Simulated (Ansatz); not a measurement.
## A point defect in WS2

These are results of DFT PBE, scalar-relativistic, plane waves, PAW (Ansatz), not measurements. Run with 420 eV cutoff, 2×2×2 k-mesh, shifted by half a step, Gaussian smearing of 0.01 eV, collinear spin in charge +1, +3 alone.

Host crystal, relaxed:

```
W S
1.0
     1.59387    0.92022    7.47445
    -1.59387    0.92022    7.47445
     0.00000   -1.84045    7.47445
W S
1 2
Direct
  0.00068 0.00068 0.00068
  0.40407 0.40407 0.40407
  0.26395 0.26395 0.26395
```

Supercell of 48 atoms, rows in host cell vectors: 1 1 -3; 1 -3 1; -3 1 1. Atoms relax at the host's cell, keeping the symmetry that the supercell leaves at the site. The cell is small, so energies carry finite-size errors of tenths of an eV. The host's Kohn–Sham gap is 1.64 eV. Atoms are taken from and returned to the elements' standard states. Charged cells are corrected for image charges with the computed static dielectric tensor (mean 8.8) and aligned with the host's potential at far atoms (alignment terms reach 0.48 eV; the program doubts the alignment in some charges, where it is up to 0.48 eV). No band-filling term is added, and the Fermi level counts from the host's valence band top.

Spin-orbit coupling is left out, which matters for the bands and energies of heavy elements.

The defect is an interstitial at (0.812, 0.844, 0.844) of the host cell.

| charge | E_f at the valence band top (eV) | over the neutral state (eV) | moment (μB) | largest move (Å) | atoms near the site |
| --- | --- | --- | --- | --- | --- |
| +3 | 5.72 | -0.66 | 1.00 | 0.62 | 3 S at 2.36 Å, 1 W at 3.05 Å, 3 S at 3.22 Å |
| +2 | 5.16 | -1.21 | 0.00 | 0.65 | 3 S at 2.33 Å, 1 W at 3.07 Å, 3 S at 3.26 Å |
| +1 | 5.50 | -0.87 | 1.00 | 0.59 | 3 S at 2.35 Å, 1 W at 3.07 Å, 3 S at 3.20 Å |
| 0 | 6.38 | 0.00 | 0.00 | 0.65 | 3 S at 2.31 Å, 1 W at 2.88 Å, 3 S at 3.25 Å |

Among the charges computed the stable one is +2 at the valence band top, changing to +1 at 0.34 eV, changing to 0 at 0.87 eV. In charge +3 the extra carrier would gain by moving to a band edge of the host, so it isn't bound in the gap. In charge +3 the cell has partly filled bands: a level of the defect may be part filled, the carrier may sit in the host's bands, or levels may cross between the k points, so transitions that involve it are doubtful. Other sites of the defect weren't tried.

(1) Which element is it? Judge by the nearest distance in charge 0 and covalent radii.
A. O
B. Zr
C. W
D. Rb
E. C

Results:

(1) C. The nearest neighbour is S at 2.31 Å, and the summed covalent radii with S are 1.81 Å for C, 1.71 Å for O, 3.25 Å for Rb, 2.67 Å for W, 2.80 Å for Zr, so W fits best. Bonds can miss such sums by a tenth of an ångström or more.